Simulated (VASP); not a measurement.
**Gd under changes of volume**

One of the cells (35.272 Å³/atom); the others are scaled copies at fixed shape and fractional positions:

```
Gd
1.0
     0.00000    2.60294    2.60294
     2.60294    0.00000    2.60294
     2.60294    2.60294    0.00000
Gd
1
Direct
  0.00000 0.00000 0.00000
```

This isn't the form of Gd at room conditions, which is hcp.

```yaml
Program: VASP 6.6.1
Functional: PBE
Potentials_or_basis: VASP PAW PBE potentials, release 64 (Gd)
Cutoff: 520 eV
k_mesh: 9 × 9 × 9
Occupations: fermi-dirac, width 0.05 eV
Spin: collinear spin, ferromagnetic start
Starting_moments: "[7.0] μB"
```

```tsv
volume (Å³/atom)	energy over the lowest point (meV/atom)	pressure (GPa)	moment (μB per cell)
32.505	0.60	0.5	7.53
33.197	0.00	-0.2	7.55
33.888	2.16	-0.8	7.57
35.272	13.74	-1.8	7.62
35.963	22.79	-2.3	7.65
36.655	?	?	?
```

Problem. What does the run at 36.655 Å³/atom give?

Solution. Energy over the lowest point 33.47 meV/atom; pressure -2.8 GPa; moment 7.69 μB per cell.

Worked out: A Birch-Murnaghan fit of order 3 (a polynomial in V^(-2/3)) to the other rows has its minimum at 32.99 Å³/atom with B0 = V·E''(V) = 31 GPa and B' = 3.1. It gives 33.78 meV/atom at 36.655 Å³/atom, against the run's 33.47, and -dE/dV = -2.8 GPa, against -2.8. A straight line through the other rows of the moment, of slope 0.0346 μB per Å³/atom, extrapolates to 7.67 μB, against the run's 7.69.

Energies are extrapolated to zero smearing.
